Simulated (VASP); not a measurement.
# Ge (Cmmm) in VASP: a series of runs

Runs on Ge. Level: PBE. Tasks: single point.

All numbers are computed with VASP 6.6.1; they aren't measurements. Logs are shortened: lines on timing, memory, paths and dates and some standing lists are left out, and cuts for length are marked.

## Step 1: Starting point

It takes space group Cmmm (No. 65, orthorhombic). The conventional cell has a = 2.794 Å, b = 5.201 Å, c = 2.698 Å, α = 90.00°, β = 90.00°, γ = 90.00°. Ge (site symmetry mmm) has 8 Ge at 2.70 to 2.95 Å as nearest neighbours.

This isn't the form of Ge at room conditions, which is diamond.

## Step 2: Single point, PBE

Input file INCAR:

```
PREC = Accurate ; ENCUT = 450
EDIFF = 1E-7 ; ISMEAR = 0
SIGMA = 0.05 ; LREAL = F
LASPH = T ; NELM = 100
ALGO = Normal ; ISIF = 2
LWAVE = F ; LCHARG = F
GGA = PE ; NBANDS = 13
ADDGRID = T
```

Input file KPOINTS:

```
Automatic mesh
0
Gamma
  5 5 5
```

Input file POSCAR:

```
Ge
1.0
    1.4161900000     -2.6475770000      0.0134350000
    1.3961930000      2.6368340000      0.0183540000
    0.0306960000      0.0025520000      2.6389690000
Ge
1
Direct
    0.4852650000      0.4800630000      0.0156560000
```

Potentials or basis: VASP PAW PBE potentials, release 64 (Ge_d).

Command:

```bash
cat potpaw_PBE.64/Ge_d/POTCAR > POTCAR
mpirun -np 1 vasp_std > vasp.out
```

OUTCAR:

```text
PREC = Accurate
   ENCUT = 450
   EDIFF = 1E-7
   ISMEAR = 0
   LREAL = F
   LASPH = T
   NELM = 100
   ISIF = 2
   GGA = PE

 Found     63 irreducible k-points:

 Following reciprocal coordinates:
            Coordinates               Weight
  0.000000  0.000000  0.000000      1.000000
  0.200000  0.000000  0.000000      2.000000
  0.400000 -0.000000  0.000000      2.000000
 -0.000000  0.200000  0.000000      2.000000
  0.200000  0.200000  0.000000      2.000000
  0.400000  0.200000  0.000000      2.000000
   k-points           NKPTS =     63   k-points in BZ     NKDIM =     63   number of bands    NBANDS=     13
   number of dos      NEDOS =    301   number of ions     NIONS =      1
   total plane-waves  NPLWV =  10368
   dimension x,y,z NGX =    24 NGY =   24 NGZ =   18
   dimension x,y,z NGXF=    48 NGYF=   48 NGZF=   36
   ions per type =               1
   NGX,Y,Z   is equivalent  to a cutoff of  13.29, 13.37, 11.34 a.u.
   NGXF,Y,Z  is equivalent  to a cutoff of  26.58, 26.74, 22.68 a.u.
 SYSTEM =  unknown system
   PREC   = accura    normal or accurate (medium, high low for compatibility)
   ISTART =      0    job   : 0-new  1-cont  2-samecut
   ICHARG =      2    charge: 1-file 2-atom 10-const
   ISPIN  =      1    spin polarized calculation?
   LNONCOLLINEAR =      F non collinear calculations
   LSORBIT =      F    spin-orbit coupling
   LASPH  =      T    aspherical Exc in radial PAW
   ENCUT  =  450.0 eV  33.07 Ry    5.75 a.u.   5.19  5.16  4.56*2*pi/ulx,y,z
   NELM   =    100;   NELMIN=  2; NELMDL= -5     # of ELM steps
   EDIFF  = 0.1E-06   stopping-criterion for ELM
   LREAL  =      F    real-space projection
   EDIFFG = 0.1E-05   stopping-criterion for IOM
   NSW    =      0    number of steps for IOM
   IBRION =     -1    ionic relax: 0-MD 1-quasi-New 2-CG
   NFREE  =      0    steps in history (QN), initial steepest desc. (CG)
   ISIF   =      2    stress and relaxation
   ISYM   =      2    0-nonsym 1-usesym 2-fastsym
   POTIM  = 0.5000    time-step for ionic-motion
   TEBEG  =    0.0;   TEEND  =   0.0 temperature during run
   PSTRESS=    0.0 pullay stress
   NELECT =      14.0000    total number of electrons
   NUPDOWN=      -1.0000    fix difference up-down
   EMIN   =  10.00;   EMAX   =-10.00  energy-range for DOS
   EFERMI =   0.00;   METHOD = LEGACY
   ISMEAR =     0;   SIGMA  =   0.05  broadening in eV -4-tet -1-fermi 0-gaus
   EFERMI_NEDOS =   21; number of points for ismear=-14 and -15
   IALGO  =     38    algorithm
   IMIX   =      4    mixing-type and parameters
     AMIX     =   0.40;   BMIX     =  1.00
     AMIX_MAG =   1.60;   BMIX_MAG =  1.00
  volume/ion in A,a.u.               =      19.61       132.31
  Fermi-wavevector in a.u.,A,eV,Ry     =   1.463234  2.765111 29.130789  2.141053
  Thomas-Fermi vector in A             =   2.579353
   LORBIT       =      0    0 simple, 1 ext, 2 COOP (PROOUT), +10 PAW based schemes
   GGA     = PE    functional components
   LHFCALC =     F    Hartree Fock is set to
   AEXX    =    0.0000 exact exchange contribution
   IVDW    =     0    specifies the selected vdW correction
   LEPSILON=     F    determine dielectric tensor
   LRPA    =     F    only Hartree local field effects (RPA)
 non-spin polarized calculation
 Gauss-broadening in eV      SIGMA  =   0.05
  energy-cutoff  :      450.00
  volume of cell :       19.61
 maximum number of plane-waves:       433
 NGX is ok and might be reduce to    24

 number of electron      14.0000000 magnetization

 Free energy of the ion-electron system (eV)
  ---------------------------------------------------
  ext. energy  EPLUGINS =         0.00000000
  ---------------------------------------------------
  free energy    TOTEN  =        -4.24457079 eV

  energy without entropy =       -4.24325764  energy(sigma->0) =       -4.24391422

 E-fermi :   6.0084     XC(G=0): -11.0368

 val. band max:        5.9967038155   @ k =   0.2000   0.4000   0.2000
 cond. band min:       6.0385414904   @ k =   0.4000  -0.0000   0.4000
 fundamental gap:      0.0418376749
 Fermi energy:         6.0083660772

 k-point     1 :       0.0000    0.0000    0.0000
  band No.  band energies     occupation
      1     -18.5454      2.00000
      2     -18.4597      2.00000
      3     -18.4074      2.00000
      4     -18.3026      2.00000
      5     -18.2915      2.00000
      6      -6.6490      2.00000
      7      12.7547      0.00000
      8      13.7466      0.00000
      9      14.4188      0.00000
     10      16.7239      0.00000
     11      18.3578      0.00000
     12      20.7648      0.00000
     13      21.0522      0.00000

 k-point     2 :       0.2000    0.0000    0.0000
  band No.  band energies     occupation
      1     -18.5254      2.00000
      2     -18.4351      2.00000
      3     -18.3996      2.00000
      4     -18.3087      2.00000
      5     -18.3050      2.00000
      6      -5.7082      2.00000
      7       8.6996      0.00000
      8      11.2425      0.00000
      9      14.6347      0.00000
     10      15.7802      0.00000
     11      18.7924      0.00000
     12      21.7296      0.00000
     13      25.2910      0.00000

 k-point     3 :       0.4000   -0.0000    0.0000
  band No.  band energies     occupation
      1     -18.5107      2.00000
      2     -18.4305      2.00000
      3     -18.3368      2.00000
      4     -18.3335      2.00000
      5     -18.3105      2.00000
      6      -3.0115      2.00000
      7       2.5359      2.00000
      8       9.6084      0.00000
      9      13.6853      0.00000
     10      16.7938      0.00000
     11      21.4755      0.00000
     12      24.6883      0.00000
     13      25.7226      0.00000

 k-point     4 :      -0.0000    0.2000    0.0000
  band No.  band energies     occupation
      1     -18.5240      2.00000
      2     -18.4325      2.00000
      3     -18.4024      2.00000
      4     -18.3124      2.00000
      5     -18.3018      2.00000
      6      -5.6952      2.00000
      7       8.8136      0.00000
      8      11.1147      0.00000
      9      14.6467      0.00000
     10      15.6377      0.00000
     11      18.7879      0.00000
     12      21.8163      0.00000
     13      25.0896      0.00000

 k-point     5 :       0.2000    0.2000    0.0000
  band No.  band energies     occupation
      1     -18.5010      2.00000
      2     -18.4342      2.00000
      3     -18.3514      2.00000
      4     -18.3316      2.00000
      5     -18.3099      2.00000
      6      -3.7227      2.00000
      7       4.7004      2.00000
      8       7.4539      0.00000
      9      16.3199      0.00000
     10      18.2187      0.00000
     11      19.7062      0.00000
     12      21.3834      0.00000
     13      26.5380      0.00000

 k-point     6 :       0.4000    0.2000    0.0000
  band No.  band energies     occupation
      1     -18.4926      2.00000
      2     -18.4186      2.00000
      3     -18.3474      2.00000
      4     -18.3339      2.00000
      5     -18.3181      2.00000
      6      -1.4440      2.00000
      7       1.6564      2.00000
      8       5.2547      2.00000
      9      17.7011      0.00000
     10      18.9124      0.00000
     11      23.3751      0.00000
     12      24.1026      0.00000
     13      24.7755      0.00000

 [... further k-points ...]

------------------------ aborting loop because EDIFF is reached ----------------------------------------

  FORCE on cell =-STRESS in cart. coord.  units (eV):
  Direction    XX          YY          ZZ          XY          YZ          ZX
  --------------------------------------------------------------------------------------
  -------------------------------------------------------------------------------------
  Total       -1.0553015      0.7550703      0.3190941     -0.1934565      0.0463226      0.0986564
  in kB      -86.2334187     61.7001784     26.0746078    -15.8082006      3.7852266      8.0616602
  external PRESSURE =       0.5137892 kB  Pullay stress =       0.0000000 kB

 VOLUME and BASIS-vectors are now :
 -----------------------------------------------------------------------------
  energy-cutoff  :      450.00
  volume of cell :       19.61
      direct lattice vectors                 reciprocal lattice vectors
     1.416190000 -2.647577000  0.013435000     0.354897238 -0.187889191 -0.003946402
     1.396193000  2.636834000  0.018354000     0.356347309  0.190588350 -0.004329273
     0.030696000  0.002552000  2.638969000    -0.004285175 -0.000368995  0.378986066

 POSITION                                       TOTAL-FORCE (eV/Angst)
 -----------------------------------------------------------------------------------
      1.35797     -0.01889      0.05665         0.000000     -0.000000     -0.000000
 -----------------------------------------------------------------------------------
    total drift:                               -0.000001     -0.000001      0.000007

  FREE ENERGIE OF THE ION-ELECTRON SYSTEM (eV)
  ---------------------------------------------------
  free  energy   TOTEN  =        -4.2445707885 eV

  energy  without entropy=       -4.2432576441  energy(sigma->0) =       -4.24391422
```

Wall time 5 s (1 thread of Intel Xeon 6975P-C (Granite Rapids), shared host); peak memory 0.18 GiB.

These settings aren't checked as converged: the numbers below hold their error.

Results:

* Free energy: -4.2446 eV
* Pressure: 0.1 GPa
* Band gap on the k mesh: none (metal or under the smearing width)

Caveat: the k mesh is coarse (spacing up to 0.51 Å⁻¹), so the values aren't converged.

## Step 3: Single point, PBE

This run uses another cell than the first one, of the same volume but with other edges.

Input file INCAR:

```
PREC = Accurate ; ENCUT = 450
EDIFF = 1E-7 ; ISMEAR = 0
SIGMA = 0.05 ; LREAL = F
LASPH = F ; NELM = 100
ALGO = Normal ; ISIF = 2
LWAVE = F ; LCHARG = F
GGA = PE ; NBANDS = 13
ADDGRID = F
```

KPOINTS is that of step 2.

Input file POSCAR:

```
Ge
1.0
    1.3971490000     -2.6005160000      0.0000000000
    1.3971490000      2.6005160000      0.0000000000
    0.0000000000      0.0000000000      2.6982310000
Ge
1
Direct
    0.5000000000      0.5000000000      0.0000000000
```

Potentials or basis: VASP PAW PBE potentials, release 64 (Ge_d).

Command:

```bash
cat potpaw_PBE.64/Ge_d/POTCAR > POTCAR
mpirun -np 1 vasp_std > vasp.out
```

OUTCAR:

```text
PREC = Accurate
   ENCUT = 450
   EDIFF = 1E-7
   ISMEAR = 0
   LREAL = F
   LASPH = F
   NELM = 100
   ISIF = 2
   GGA = PE

 Found     27 irreducible k-points:

 Following reciprocal coordinates:
            Coordinates               Weight
  0.000000  0.000000  0.000000      1.000000
  0.200000 -0.000000  0.000000      4.000000
  0.400000  0.000000  0.000000      4.000000
  0.200000  0.200000  0.000000      2.000000
  0.400000  0.200000  0.000000      4.000000
 -0.400000  0.200000  0.000000      4.000000
   k-points           NKPTS =     27   k-points in BZ     NKDIM =     27   number of bands    NBANDS=     13
   number of dos      NEDOS =    301   number of ions     NIONS =      1
   total plane-waves  NPLWV =   8000
   dimension x,y,z NGX =    20 NGY =   20 NGZ =   20
   dimension x,y,z NGXF=    40 NGYF=   40 NGZF=   40
   ions per type =               1
   NGX,Y,Z   is equivalent  to a cutoff of  11.26, 11.26, 12.32 a.u.
   NGXF,Y,Z  is equivalent  to a cutoff of  22.53, 22.53, 24.65 a.u.
 SYSTEM =  unknown system
   PREC   = accura    normal or accurate (medium, high low for compatibility)
   ISTART =      0    job   : 0-new  1-cont  2-samecut
   ICHARG =      2    charge: 1-file 2-atom 10-const
   ISPIN  =      1    spin polarized calculation?
   LNONCOLLINEAR =      F non collinear calculations
   LSORBIT =      F    spin-orbit coupling
   LASPH  =      F    aspherical Exc in radial PAW
   ENCUT  =  450.0 eV  33.07 Ry    5.75 a.u.   5.11  5.11  4.67*2*pi/ulx,y,z
   NELM   =    100;   NELMIN=  2; NELMDL= -5     # of ELM steps
   EDIFF  = 0.1E-06   stopping-criterion for ELM
   LREAL  =      F    real-space projection
   EDIFFG = 0.1E-05   stopping-criterion for IOM
   NSW    =      0    number of steps for IOM
   IBRION =     -1    ionic relax: 0-MD 1-quasi-New 2-CG
   NFREE  =      0    steps in history (QN), initial steepest desc. (CG)
   ISIF   =      2    stress and relaxation
   ISYM   =      2    0-nonsym 1-usesym 2-fastsym
   POTIM  = 0.5000    time-step for ionic-motion
   TEBEG  =    0.0;   TEEND  =   0.0 temperature during run
   PSTRESS=    0.0 pullay stress
   NELECT =      14.0000    total number of electrons
   NUPDOWN=      -1.0000    fix difference up-down
   EMIN   =  10.00;   EMAX   =-10.00  energy-range for DOS
   EFERMI =   0.00;   METHOD = LEGACY
   ISMEAR =     0;   SIGMA  =   0.05  broadening in eV -4-tet -1-fermi 0-gaus
   EFERMI_NEDOS =   21; number of points for ismear=-14 and -15
   IALGO  =     38    algorithm
   IMIX   =      4    mixing-type and parameters
     AMIX     =   0.40;   BMIX     =  1.00
     AMIX_MAG =   1.60;   BMIX_MAG =  1.00
  volume/ion in A,a.u.               =      19.61       132.31
  Fermi-wavevector in a.u.,A,eV,Ry     =   1.463234  2.765111 29.130796  2.141053
  Thomas-Fermi vector in A             =   2.579353
   LORBIT       =      0    0 simple, 1 ext, 2 COOP (PROOUT), +10 PAW based schemes
   GGA     = PE    functional components
   LHFCALC =     F    Hartree Fock is set to
   AEXX    =    0.0000 exact exchange contribution
   IVDW    =     0    specifies the selected vdW correction
   LEPSILON=     F    determine dielectric tensor
   LRPA    =     F    only Hartree local field effects (RPA)
 non-spin polarized calculation
 Gauss-broadening in eV      SIGMA  =   0.05
  energy-cutoff  :      450.00
  volume of cell :       19.61
 maximum number of plane-waves:       433
   NGX = 11   NGY = 11   NGZ =  9

 number of electron      14.0000004 magnetization

 Free energy of the ion-electron system (eV)
  ---------------------------------------------------
  ext. energy  EPLUGINS =         0.00000000
  ---------------------------------------------------
  free energy    TOTEN  =        -4.24010661 eV

  energy without entropy =       -4.23917435  energy(sigma->0) =       -4.23964048

 E-fermi :   6.0894     XC(G=0): -11.0309

 val. band max:        5.9528754249   @ k =   0.4000   0.4000   0.4000
 cond. band min:       6.1300773146   @ k =   0.4000   0.2000   0.2000
 fundamental gap:      0.1772018897
 Fermi energy:         6.0894111546

 k-point     1 :       0.0000    0.0000    0.0000
  band No.  band energies     occupation
      1     -18.4745      2.00000
      2     -18.4129      2.00000
      3     -18.3626      2.00000
      4     -18.2603      2.00000
      5     -18.2435      2.00000
      6      -6.6354      2.00000
      7      12.8918      0.00000
      8      13.3631      0.00000
      9      14.8764      0.00000
     10      16.3830      0.00000
     11      18.7206      0.00000
     12      21.0945      0.00000
     13      21.2314      0.00000
[... 66 lines left out ...]
  band No.  band energies     occupation
      1     -18.4318      2.00000
      2     -18.3909      2.00000
      3     -18.3129      2.00000
      4     -18.2860      2.00000
      5     -18.2622      2.00000
      6      -3.9965      2.00000
      7       5.1687      2.00000
      8       7.4586      0.00000
      9      15.2457      0.00000
     10      19.3542      0.00000
     11      20.6921      0.00000
     12      23.4702      0.00000
     13      26.1464      0.00000

 [... further k-points ...]

------------------------ aborting loop because EDIFF is reached ----------------------------------------

  FORCE on cell =-STRESS in cart. coord.  units (eV):
  Direction    XX          YY          ZZ          XY          YZ          ZX
  --------------------------------------------------------------------------------------
  -------------------------------------------------------------------------------------
  Total       -0.2913950      0.9002773      0.0100824      0.0000000      0.0000000      0.0000000
  in kB      -23.8112013     73.5657217      0.8238780      0.0000000      0.0000000      0.0000000
  external PRESSURE =      16.8594661 kB  Pullay stress =       0.0000000 kB

 VOLUME and BASIS-vectors are now :
 -----------------------------------------------------------------------------
  energy-cutoff  :      450.00
  volume of cell :       19.61
      direct lattice vectors                 reciprocal lattice vectors
     1.397149000 -2.600516000  0.000000000     0.357871637 -0.192269534  0.000000000
     1.397149000  2.600516000  0.000000000     0.357871637  0.192269534  0.000000000
     0.000000000  0.000000000  2.698231000     0.000000000  0.000000000  0.370613191

 POSITION                                       TOTAL-FORCE (eV/Angst)
 -----------------------------------------------------------------------------------
      1.39715      0.00000      0.00000         0.000000     -0.000000      0.000000
 -----------------------------------------------------------------------------------
    total drift:                               -0.000000      0.000000     -0.000000

  FREE ENERGIE OF THE ION-ELECTRON SYSTEM (eV)
  ---------------------------------------------------
  free  energy   TOTEN  =        -4.2401066064 eV

  energy  without entropy=       -4.2391743518  energy(sigma->0) =       -4.23964048
```

Run time: 2 s. Hardware: 1 thread of Intel Xeon 6975P-C (Granite Rapids), shared host; peak memory 0.12 GiB.

These settings aren't checked as converged: the numbers below hold their error.

What came out:

- Free energy: -4.2401 eV
- Pressure: 1.7 GPa
- Band gap on the k mesh: none (metal or under the smearing width)

Caveat: the k mesh is coarse (spacing up to 0.51 Å⁻¹), so the values aren't converged.

## Step 4: Single point, PBE

INCAR is that of step 3.

KPOINTS is that of step 3.

Input file POSCAR:

```
Ge
1.0
    1.4161900000     -2.6475770000      0.0134350000
    1.3961930000      2.6368340000      0.0183540000
    0.0306960000      0.0025520000      2.6389690000
Ge
1
Direct
    0.4852650000      0.4800630000      0.0156560000
```

Command:

```bash
cat potpaw_PBE.64/Ge_d/POTCAR > POTCAR
mpirun -np 1 vasp_std > vasp.out
```

Wall time 3.5 s (1 thread of Intel Xeon 6975P-C (Granite Rapids), shared host); peak memory 0.13 GiB.

These settings aren't checked as converged: the numbers below hold their error.

Results:

- Free energy: -4.2445 eV
- Pressure: 0.0 GPa
- Band gap on the k mesh: none (metal or under the smearing width)

Caveat: the k mesh is coarse (spacing up to 0.51 Å⁻¹), so the values aren't converged.
